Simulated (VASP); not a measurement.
Ni: relaxation of cell and atoms with PBE

The system is Ni.

```
Ni
1.0
     0.00000    1.75821    1.75821
     1.75821    0.00000    1.75821
     1.75821    1.75821    0.00000
Ni
1
Cartesian
  0.0000 0.0000 0.0000
```

```json
{"Program": "VASP 6.6.1", "Task": "relaxation of cell and atoms", "Functional": "PBE", "Potentials or basis": "VASP PAW PBE potentials, release 64 (Ni)", "Cutoff": "600 eV", "k mesh": "18 × 18 × 18", "Occupations": "methfessel-paxton, width 0.1 eV", "Spin": "collinear spin, ferromagnetic start", "Starting moments": "[2.0] μB", "Further INCAR settings": "ALGO = Normal; EDIFF = 1e-07; AMIX = 0.2; BMIX = 0.0001; IBRION = 2; EDIFFG = -0.005; NSW = 90; ISIF = 3"}
```

The pressure after relaxing is 0.0 GPa. The band gap on the k mesh is none (metal or under the smearing width) and the net moment is 0.62 μB per cell. The site moments are Ni +0.63 μB. The valence electrons inside the program's atomic spheres are Ni 9.31.

Final structure:
```
CELL_PARAMETERS angstrom
0.00000 1.75821 1.75821
1.75821 0.00000 1.75821
1.75821 1.75821 0.00000
ATOMIC_POSITIONS crystal
Ni 0.00000 0.00000 0.00000
```

Levels at points of the mesh, in eV from the Fermi level:
Spin up:
```tsv
k point	band 2	band 3	band 4	band 5	band 6	band 7	band 8	band 9
(0.00, 0.00, 0.00)	-2.44	-2.44	-2.44	-1.25	-1.25	23.73	27.60	27.60
(0.50, 0.00, 0.00)	-2.41	-2.41	-0.60	-0.60	-0.30	5.67	22.22	24.69
(0.50, 0.50, 0.00)	-4.20	-0.54	-0.48	-0.48	2.45	9.23	14.83	14.83
```
Spin down:
```csv
k point,band 2,band 3,band 4,band 5,band 6,band 7,band 8,band 9
"(0.00, 0.00, 0.00)",-1.69,-1.69,-1.69,-0.69,-0.69,23.57,27.58,27.58
"(0.50, 0.00, 0.00)",-1.81,-1.81,-0.36,0.14,0.14,6.09,22.07,24.77
"(0.50, 0.50, 0.00)",-3.59,0.05,0.38,0.38,2.40,9.46,14.84,14.84
```

Wall time 30 s on 1 thread of Intel(R) Xeon(R) Platinum 8488C (Sapphire Rapids), with other jobs on the host, peak memory 0.16 GiB.

Caveat: the relaxation stopped at its first step, so nothing moved.
